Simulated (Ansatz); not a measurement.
The system is ZnS (Wurtzite-4H).

```
CELL_PARAMETERS angstrom
3.82270 0.00000 0.00000
-1.91135 3.31056 0.00000
0.00000 0.00000 12.52000
ATOMIC_POSITIONS crystal
Zn 0.66667 0.33333 0.75000
Zn 0.33333 0.66667 0.25000
Zn 0.00000 0.00000 0.50000
Zn 0.00000 0.00000 0.00000
S 0.66667 0.33333 0.93750
S 0.33333 0.66667 0.43750
S 0.00000 0.00000 0.68750
S 0.00000 0.00000 0.18750
```

| Property | Result |
| --- | --- |
| Program | Ansatz 0.2.0 |
| Task | relaxation of cell and atoms |
| Functional | PBEsol |
| Dispersion | D4 |
| Potentials or basis | Ansatz PAW |
| Cutoff | 420 eV (not typed: the program's choice for these potentials) |
| k mesh | 8 × 8 × 3 |
| Occupations | fermi-dirac, width 0.05 eV |
| Spin | no spin polarisation |

At the start: volume 19.81 Å³/atom.

Task: How do energy, volume and symmetry change on relaxing?

Result: It ends after 6 steps and the volume is 18.87 Å³/atom (-4.7 %); space group P6_3mc (No. 186, to 0.05 Å).

The path:
| step | energy change (eV) | largest force (eV/Å) | volume (Å³) |
| --- | --- | --- | --- |
| 1 | 0.0000 | 0.0388 | 158.44 |
| 2 | -0.0756 | 0.0210 | 153.84 |
| 3 | -0.0903 | 0.0065 | 150.72 |
| 4 | -0.0902 | 0.0184 | 150.97 |
| 5 | -0.0903 | 0.0002 | 150.97 |
| 6 | -0.0875 | 0.0002 | 150.97 |

Final structure:
```
Zn S
1.0
     3.76161    0.00000    0.00000
    -1.88081    3.25765    0.00000
     0.00000    0.00000   12.31972
Zn S
4 4
Direct
  0.66667 0.33333 0.75009
  0.33333 0.66667 0.25009
  0.00000 0.00000 0.50017
  0.00000 0.00000 0.00017
  0.66667 0.33333 0.93755
  0.33333 0.66667 0.43755
  0.00000 0.00000 0.68720
  0.00000 0.00000 0.18720
```

Caveat: the plane-wave basis is chosen anew once the cell has moved, so the energies of steps on either side of that aren't comparable; the PAW data sets come from PBE, with cores solved anew for the run's functional, which leaves a small shift of forces and pressure.
